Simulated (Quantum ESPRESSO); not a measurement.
# Ag (Fm-3m) in Quantum ESPRESSO: settings compared, part 3 of 3

Quantum ESPRESSO 7.5. The steps go on from the part before.

## (4) Wannier functions, PBEsol

The input, pw.in:

```
&CONTROL
  calculation = 'scf'
  prefix = 'pwscf'
  outdir = './tmp'
  pseudo_dir = './pseudo'
  tprnfor = .true.
  tstress = .true.
  disk_io = 'low'
/
&SYSTEM
  ibrav = 0
  nat = 1
  ntyp = 1
  ecutwfc = 82
  nbnd = 16
  occupations = 'smearing'
  smearing = 'fd'
  degauss = 0.00367493
/
&ELECTRONS
  conv_thr = 2d-10
  electron_maxstep = 120
  mixing_beta = 0.5
/
ATOMIC_SPECIES
Ag   107.8682 Ag.upf
CELL_PARAMETERS angstrom
   0.0000000000    2.0427500000    2.0427500000
   2.0427500000    0.0000000000    2.0427500000
   2.0427500000    2.0427500000    0.0000000000
ATOMIC_POSITIONS crystal
Ag     0.0000000000    0.0000000000    0.0000000000
K_POINTS automatic
8 8 8 0 0 0
```

The input, nscf.in:

```
&CONTROL
  calculation = 'nscf'
  prefix = 'pwscf'
  outdir = './tmp'
  pseudo_dir = './pseudo'
  disk_io = 'low'
/
&SYSTEM
  ibrav = 0
  nat = 1
  ntyp = 1
  ecutwfc = 82
  nbnd = 21
  occupations = 'smearing'
  smearing = 'fd'
  degauss = 0.00367493
  nosym = .true.
  noinv = .true.
/
&ELECTRONS
  conv_thr = 1d-09
  electron_maxstep = 120
  mixing_beta = 0.5
  diago_full_acc = .true.
/
ATOMIC_SPECIES
Ag   107.8682 Ag.upf
CELL_PARAMETERS angstrom
   0.0000000000    2.0427500000    2.0427500000
   2.0427500000    0.0000000000    2.0427500000
   2.0427500000    2.0427500000    0.0000000000
ATOMIC_POSITIONS crystal
Ag     0.0000000000    0.0000000000    0.0000000000
K_POINTS crystal
343
  0.00000000   0.00000000   0.00000000 2.91545190e-03
  0.00000000   0.00000000   0.14285714 2.91545190e-03
  0.00000000   0.00000000   0.28571429 2.91545190e-03
  0.00000000   0.00000000   0.42857143 2.91545190e-03
  0.00000000   0.00000000   0.57142857 2.91545190e-03
  0.00000000   0.00000000   0.71428571 2.91545190e-03
[... 335 lines left out ...]
  0.85714286   0.85714286   0.71428571 2.91545190e-03
  0.85714286   0.85714286   0.85714286 2.91545190e-03
```

The input, pw2wan.in:

```
&INPUTPP
  prefix = 'pwscf'
  outdir = './tmp'
  seedname = 'w'
  write_mmn = .true.
  write_amn = .true.
/
```

The input, bands.in:

```
&CONTROL
  calculation = 'bands'
  prefix = 'pwscf'
  outdir = './tmp'
  pseudo_dir = './pseudo'
  disk_io = 'low'
/
&SYSTEM
  ibrav = 0
  nat = 1
  ntyp = 1
  ecutwfc = 82
  nbnd = 21
  occupations = 'smearing'
  smearing = 'fd'
  degauss = 0.00367493
/
&ELECTRONS
  conv_thr = 1d-08
  electron_maxstep = 120
  mixing_beta = 0.5
  diago_full_acc = .true.
/
ATOMIC_SPECIES
Ag   107.8682 Ag.upf
CELL_PARAMETERS angstrom
   0.0000000000    2.0427500000    2.0427500000
   2.0427500000    0.0000000000    2.0427500000
   2.0427500000    2.0427500000    0.0000000000
ATOMIC_POSITIONS crystal
Ag     0.0000000000    0.0000000000    0.0000000000
K_POINTS crystal
77
  0.00000000   0.00000000   0.00000000 1
  0.04166700   0.00000000   0.04166700 1
  0.08333300   0.00000000   0.08333300 1
  0.12500000   0.00000000   0.12500000 1
  0.16666700   0.00000000   0.16666700 1
  0.20833300   0.00000000   0.20833300 1
[... 69 lines left out ...]
  0.53125000   0.06250000   0.53125000 1
  0.50000000   0.00000000   0.50000000 1
```

The input, w.win:

```
num_wann = 9
num_bands = 17
guiding_centres = true
dis_froz_max = 19.06
dis_num_iter = 600
dis_mix_ratio = 0.5
dis_conv_tol = 1.0d-9
num_iter = 0
conv_tol = 1.0d-9
conv_window = 4
num_print_cycles = 40
fermi_energy = 17.0579
bands_plot = true
write_hr = true
mp_grid = 7 7 7
exclude_bands = 1-4
begin projections
Ag: s;p;d
end projections
begin unit_cell_cart
ang
  0.0000000000   2.0427500000   2.0427500000
  2.0427500000   0.0000000000   2.0427500000
  2.0427500000   2.0427500000   0.0000000000
end unit_cell_cart
begin atoms_frac
Ag   0.0000000000   0.0000000000   0.0000000000
end atoms_frac
begin kpoint_path
G   0.0000000000   0.0000000000   0.0000000000  X   0.5000000000   0.0000000000   0.5000000000
X   0.5000000000   0.0000000000   0.5000000000  W   0.5000000000   0.2500000000   0.7500000000
W   0.5000000000   0.2500000000   0.7500000000  K   0.3750000000   0.3750000000   0.7500000000
K   0.3750000000   0.3750000000   0.7500000000  G   0.0000000000   0.0000000000   0.0000000000
G   0.0000000000   0.0000000000   0.0000000000  L   0.5000000000   0.5000000000   0.5000000000
L   0.5000000000   0.5000000000   0.5000000000  U   0.6250000000   0.2500000000   0.6250000000
U   0.6250000000   0.2500000000   0.6250000000  W   0.5000000000   0.2500000000   0.7500000000
W   0.5000000000   0.2500000000   0.7500000000  L   0.5000000000   0.5000000000   0.5000000000
L   0.5000000000   0.5000000000   0.5000000000  K   0.3750000000   0.3750000000   0.7500000000
U   0.6250000000   0.2500000000   0.6250000000  X   0.5000000000   0.0000000000   0.5000000000
end kpoint_path
bands_num_points = 12
begin kpoints
  0.00000000   0.00000000   0.00000000
  0.00000000   0.00000000   0.14285714
  0.00000000   0.00000000   0.28571429
  0.00000000   0.00000000   0.42857143
  0.00000000   0.00000000   0.57142857
  0.00000000   0.00000000   0.71428571
[... 335 lines left out ...]
  0.85714286   0.85714286   0.71428571
  0.85714286   0.85714286   0.85714286
end kpoints
```

Potentials or basis: PseudoDojo 0.4.1 SR PBEsol standard.

Launch:

```bash
$ OMP_NUM_THREADS=1 pw.x -in pw.in > pw.out
$ OMP_NUM_THREADS=1 pw.x -in nscf.in > nscf.out
$ wannier90.x -pp w
$ OMP_NUM_THREADS=1 pw2wannier90.x -in pw2wan.in > pw2wan.out
$ wannier90.x w
$ OMP_NUM_THREADS=1 pw.x -in bands.in > bands.out
```

pw.out:

```text
This program is part of the open-source Quantum ESPRESSO suite
     for quantum simulation of materials; please cite
         "P. Giannozzi et al., J. Phys.:Condens. Matter 21 395502 (2009);
         "P. Giannozzi et al., J. Phys.:Condens. Matter 29 465901 (2017);
         "P. Giannozzi et al., J. Chem. Phys. 152 154105 (2020);
     in publications or presentations arising from this work. More details at

     Message from routine setup:
     using ibrav=0 with symmetry is DISCOURAGED, use correct ibrav instead

     G-vector sticks info
     --------------------
     sticks:   dense  smooth     PW     G-vecs:    dense   smooth      PW
     Sum         673     673    211                11575    11575    1989

     Using Slab Decomposition

     bravais-lattice index     =            0
     lattice parameter (alat)  =       5.4592  a.u.
     unit-cell volume          =     115.0462 (a.u.)^3
     number of atoms/cell      =            1
     number of atomic types    =            1
     number of electrons       =        19.00
     number of Kohn-Sham states=           16
[... 288 lines left out ...]

   -74.6012 -38.1796 -38.1136 -38.1002  11.1573  11.2946  13.5922  14.0010
    14.5660  20.2823  24.0323  26.1922  26.4857  36.1893  37.4130  44.6562

          k =-0.7071 0.3536 0.0000 (  1448 PWs)   bands (ev):

   -74.6012 -38.1466 -38.1466 -38.1006  11.5954  12.2128  12.2128  13.5563
    14.5665  23.1636  23.1636  24.1986  25.4179  40.0196  40.0196  41.7123

     the Fermi energy is    17.0579 ev

!    total energy              =    -309.79393759 Ry
     estimated scf accuracy    <          6.0E-12 Ry
     smearing contrib. (-TS)   =      -0.00029344 Ry
     internal energy E=F+TS    =    -309.79364414 Ry

     The total energy is F=E-TS. E is the sum of the following terms:
     one-electron contribution =    -120.18880677 Ry
     hartree contribution      =      70.78521441 Ry
     xc contribution           =     -46.00752005 Ry
     ewald contribution        =    -214.38253174 Ry

     convergence has been achieved in   9 iterations

     Forces acting on atoms (cartesian axes, Ry/au):

     atom    1 type  1   force =     0.00000000    0.00000000    0.00000000

     Total force =     0.000000     Total SCF correction =     0.000000

     Computing stress (Cartesian axis) and pressure

          total   stress  (Ry/bohr**3)                   (kbar)     P=      -21.44
  -0.00014575   0.00000000   0.00000000          -21.44        0.00        0.00
  -0.00000000  -0.00014575   0.00000000           -0.00      -21.44        0.00
   0.00000000   0.00000000  -0.00014575            0.00        0.00      -21.44

=------------------------------------------------------------------------------=
   JOB DONE.
=------------------------------------------------------------------------------=
```

nscf.out:

```text
This program is part of the open-source Quantum ESPRESSO suite
     for quantum simulation of materials; please cite
         "P. Giannozzi et al., J. Phys.:Condens. Matter 21 395502 (2009);
         "P. Giannozzi et al., J. Phys.:Condens. Matter 29 465901 (2017);
         "P. Giannozzi et al., J. Chem. Phys. 152 154105 (2020);
     in publications or presentations arising from this work. More details at

[... 72 lines left out ...]

     Number of k-points >= 100: set verbosity='high' to print the bands.

     the Fermi energy is    17.5824 ev
     (compare with:    17.0579 eV, computed in scf)

=------------------------------------------------------------------------------=
   JOB DONE.
=------------------------------------------------------------------------------=
```

Run time: 3.1 min. Hardware: 1 thread of Arm Neoverse V1, shared host; peak memory 0.18 GiB.

What came out:

| Item | Value |
| --- | --- |
| Free energy | -4214.9612 eV |
| Pressure | -2.1 GPa |
| Band gap on the k mesh | none (metal or under the smearing width) |
| Total Wannier spread | 11.58 Å² over 9 functions |
| RMS miss of the Wannier bands | 0.005 eV |

Levels at the corners of the path, in eV from the Fermi level:
| point | band 5 | band 6 | band 7 | band 8 | band 9 | band 10 | band 11 | band 12 | band 13 | band 14 |
| --- | --- | --- | --- | --- | --- | --- | --- | --- | --- | --- |
| Γ | -7.66 | -4.56 | -4.56 | -4.56 | -3.50 | -3.50 | 16.33 | 19.86 | 19.86 | 19.86 |
| X | -6.22 | -6.08 | -2.73 | -2.49 | -2.49 | 1.72 | 6.91 | 10.83 | 10.83 | 17.26 |
| W | -5.46 | -4.85 | -4.85 | -3.50 | -2.49 | 6.11 | 6.11 | 7.14 | 8.36 | 22.96 |
| K | -5.78 | -5.36 | -3.85 | -3.28 | -2.78 | 4.44 | 5.41 | 7.31 | 12.93 | 16.98 |
| Γ | -7.66 | -4.56 | -4.56 | -4.56 | -3.50 | -3.50 | 16.33 | 19.86 | 19.86 | 19.86 |
| L | -6.19 | -4.58 | -4.58 | -2.70 | -2.70 | -0.28 | 3.78 | 15.53 | 18.09 | 18.09 |
| U | -5.78 | -5.36 | -3.85 | -3.28 | -2.78 | 4.44 | 5.41 | 7.31 | 12.93 | 16.98 |
| W | -5.46 | -4.85 | -4.85 | -3.50 | -2.49 | 6.11 | 6.11 | 7.14 | 8.36 | 22.96 |
| L | -6.19 | -4.58 | -4.58 | -2.70 | -2.70 | -0.28 | 3.78 | 15.53 | 18.09 | 18.09 |
| K | -5.78 | -5.36 | -3.85 | -3.28 | -2.78 | 4.44 | 5.41 | 7.31 | 12.93 | 16.98 |
| U | -5.78 | -5.36 | -3.85 | -3.28 | -2.78 | 4.44 | 5.41 | 7.31 | 12.93 | 16.98 |
| X | -6.22 | -6.08 | -2.73 | -2.49 | -2.49 | 1.72 | 6.91 | 10.83 | 10.83 | 17.26 |

Wannier functions:
| function | nearest atom | distance (Å) | spread (Å²) | on-site energy from the reference level (eV) |
| --- | --- | --- | --- | --- |
| 1 | 1 Ag | 0.00 | 1.97 | 4.81 |
| 2 | 1 Ag | 0.00 | 2.09 | 11.80 |
| 3 | 1 Ag | 0.00 | 2.09 | 11.80 |
| 4 | 1 Ag | 0.00 | 2.09 | 11.80 |
| 5 | 1 Ag | 0.00 | 0.67 | -4.04 |
| 6 | 1 Ag | 0.00 | 0.66 | -4.09 |
| 7 | 1 Ag | 0.00 | 0.66 | -4.09 |
| 8 | 1 Ag | 0.00 | 0.67 | -4.04 |
| 9 | 1 Ag | 0.00 | 0.66 | -4.09 |

Parts of the spread (Å²): invariant 6.60, diagonal 0.000, off-diagonal 4.98, total 11.58. Against the direct bands the interpolation misses by 5 meV (root mean square) and 44 meV at most, for states up to 1 eV over the reference level.

Caveat: the k mesh is coarse.

## (5) The runs side by side

```tsv
task	level	potentials or basis	cell	k mesh	smearing	q mesh	iterations	k mesh for the Wannier functions	projections	gap on the mesh (eV)	pressure (GPa)
phonons	rev-vdW-DF2	PseudoDojo 0.4.1 SR PBE standard	relaxed	11 × 11 × 11	cold 0.136 eV	-	-	-	-	none	0.0
phonon dispersion	PBEsol	PseudoDojo 0.4.1 SR PBEsol standard	relaxed	12 × 12 × 12	methfessel-paxton 0.2 eV	2 × 2 × 2	-	-	-	none	-0.1
Wannier functions	PBEsol	PseudoDojo 0.4.1 SR PBEsol standard	as given	8 × 8 × 8	fermi-dirac 0.05 eV	-	0	7 × 7 × 7	Ag spd	none	-2.1
```

Alike in all rows: no spin polarisation; cutoff (eV) 1116.

Caveats: the potentials were made for another functional, which shifts forces and pressure (some runs); the q point doesn't lie on the k mesh, which can shift a metal's frequencies strongly unless the mesh is converged (some runs).

Absolute energies hang on the potentials; compare differences alone.
